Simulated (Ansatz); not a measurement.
Crystal: TiO2.

```xyz
12
Lattice="1.4741 -4.7965 0.0000 1.4741 4.7965 0.0000 0.0000 0.0000 10.2352" Properties=species:S:1:pos:R:3 pbc="T T T"
Ti    1.4741   -3.5198    5.9686
Ti    1.4741    3.5198    4.2666
Ti    1.4741   -3.5198    9.3842
Ti    1.4741    3.5198    0.8510
O     1.4741    0.0000    5.1176
O     1.4741    0.0000    0.0000
O     1.4741   -4.1656    7.6764
O     1.4741    4.1656    2.5588
O     1.4741   -2.4405    1.0529
O     1.4741    2.4405    9.1824
O     1.4741    2.4405    6.1705
O     1.4741   -2.4405    4.0648
```

Measurements of this composition are mostly on another form, of space group No. 141.

```yaml
Program: Ansatz 0.2.0
Task: relaxation of cell and atoms
Functional: r2SCAN
Potentials_or_basis: Ansatz PAW
Cutoff: "500 eV (not typed: the program's choice for these potentials)"
k_mesh: 9 × 9 × 3
Occupations: fermi-dirac, width 0.05 eV
Spin: no spin polarisation
```

At the start: volume 12.06 Å³/atom.

Where does the relaxation end?

It ends after 6 steps and the volume is 11.62 Å³/atom (-3.7 %); space group Cmcm (No. 63, to 0.05 Å).

Step by step:
```
step  energy change (eV)  largest force (eV/Å)  volume (Å³)
   1              0.0000                0.3975       144.74
   2             -0.0831                0.1428       140.42
   3             -0.0889                0.0426       139.42
   4             -0.0892                0.0080       139.40
   5             -0.0892                0.0096       139.43
   6             -0.0854                0.0105       139.43
```

Final structure:
```
CELL_PARAMETERS angstrom
1.46133 -4.71165 0.00000
1.46133 4.71165 0.00000
0.00000 0.00000 10.12556
ATOMIC_POSITIONS crystal
Ti 0.86649 0.13351 0.58387
Ti 0.13351 0.86649 0.41613
Ti 0.86649 0.13351 0.91613
Ti 0.13351 0.86649 0.08387
O 0.50000 0.50000 0.50000
O 0.50000 0.50000 0.00000
O 0.93681 0.06319 0.75000
O 0.06319 0.93681 0.25000
O 0.75601 0.24399 0.10329
O 0.24399 0.75601 0.89671
O 0.24399 0.75601 0.60329
O 0.75601 0.24399 0.39671
```

Caveat: the plane-wave basis is chosen anew once the cell has moved, so the energies of steps on either side of that aren't comparable; the PAW data sets come from PBE, with cores solved anew for the run's functional, which leaves a small shift of forces and pressure.
